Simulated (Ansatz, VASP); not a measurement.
# Zn: VASP beside Ansatz

Contents of INCAR:

```
  ALGO = Fast
  EDIFF = 1E-6
  ENCUT = 520
  GGA = PE
  ISIF = 2
  ISMEAR = 0
  LASPH = T
  LCHARG = F
  LREAL = F
  LWAVE = F
  NBANDS = 12
  NELM = 80
  PREC = Accurate
  SIGMA = 0.1
```

Contents of KPOINTS:

```
k-points
0
Gamma
  18 18 18
```

POSCAR

```
Zn
1.0
    0.0000000000      1.9243023794      1.9243023794
    1.9243023794      0.0000000000      1.9243023794
    1.9243023794      1.9243023794      0.0000000000
Zn
1
Direct
    0.0000000000      0.0000000000      0.0000000000
```

Input for Ansatz:

```yaml
crystal:
  lattice:
    - [0.0, 1.9243023794, 1.9243023794]
    - [1.9243023794, 0.0, 1.9243023794]
    - [1.9243023794, 1.9243023794, 0.0]
  atoms:
    - { symbol: Zn, position: [0.0, 0.0, 0.0] }
basis:
  ecutwfc: 420
kpoints:
  mp_grid: { grid: [18, 18, 18] }
hamiltonian:
  xc: pbe
scf:
  occupations: { method: gaussian, width: 0.1 }
output:
  forces: true
  stress: true
  eigenvalues: true
```

Alike in both runs: task single point; functional PBE; k mesh 18 × 18 × 18; occupations gaussian, width 0.1 eV; no spin polarisation.

```csv
,VASP,Ansatz
version,VASP 6.6.1,Ansatz 0.2.0
potentials or method,"VASP PAW PBE potentials, release 64 (Zn)","scalar-relativistic, plane waves, PAW"
plane-wave cutoff (eV),520,420
valence electrons in the cell,12,12
```

VASP gave:

| Item | Value |
| --- | --- |
| gap on the k mesh at the Fermi level (eV) | none |
| pressure (GPa) | 5.3 |

Q: What did Ansatz give for the same quantities?

A: gap on the k mesh at the Fermi level (eV): none; pressure (GPa): 4.9.

A gap of «none» marks a metal or a gap that the smearing closes. With one functional, cell and mesh, what is left measures potentials, basis and numerics.
